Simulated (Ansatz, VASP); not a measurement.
## Two plane-wave programs on Mo

```xyz
2
Lattice="2.7551 0.0000 0.0000 -1.3776 2.3860 0.0000 0.0000 0.0000 4.8474" Properties=species:S:1:pos:R:3 pbc="T T T"
Mo    0.0000    1.5907    1.2119
Mo    1.3776    0.7953    3.6356
```

Alike in both runs: task single point; functional LDA; k mesh 15 × 15 × 8; occupations fermi-dirac, width 0.1 eV; no spin polarisation.

|  | VASP | Ansatz |
| --- | --- | --- |
| version | VASP 6.6.1 | Ansatz 0.2.0 |
| potentials or method | VASP PAW LDA potentials, release 64 (Mo_sv) | plane waves (420 eV) with PAW, scalar-relativistic |
| plane-wave cutoff (eV) | 520 | 420 |
| valence electrons in the cell | 28 | 28 |

VASP gave:

| Quantity | Value |
| --- | --- |
| pressure (GPa) | -8.7 |
| largest component of the traceless stress (GPa) | 1.10 |

**Question.** Which values does Ansatz return?

**Answer.** Pressure (GPa): -9.7; largest component of the traceless stress (GPa): 1.27.

Ansatz warned: «pseudo_functional_mismatch».
